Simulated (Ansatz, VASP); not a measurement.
## Two plane-wave programs on Bi

```
CELL_PARAMETERS angstrom
0.00000 2.47008 2.47008
2.47008 0.00000 2.47008
2.47008 2.47008 0.00000
ATOMIC_POSITIONS crystal
Bi 0.00000 0.00000 0.00000
```

Alike in both runs: task single point; functional r2SCAN; k mesh 12 × 12 × 12; occupations fermi-dirac, width 0.1 eV; no spin polarisation.

```csv
,VASP,Ansatz
version,VASP 6.6.1,Ansatz 0.2.0
potentials or method,"VASP PAW PBE potentials, release 64 (Bi_d)","plane waves (500 eV) with PAW, scalar-relativistic"
plane-wave cutoff (eV),520,500
valence electrons in the cell,15,15
```

```csv
,VASP,Ansatz,Ansatz less VASP
pressure (GPa),2.2,2.2,+0.03
```

The functional is the same, so the differences come from potentials, cutoffs and numerics.

Caveats: the PAW data sets were made with another functional, which shifts forces and pressure a little (VASP).
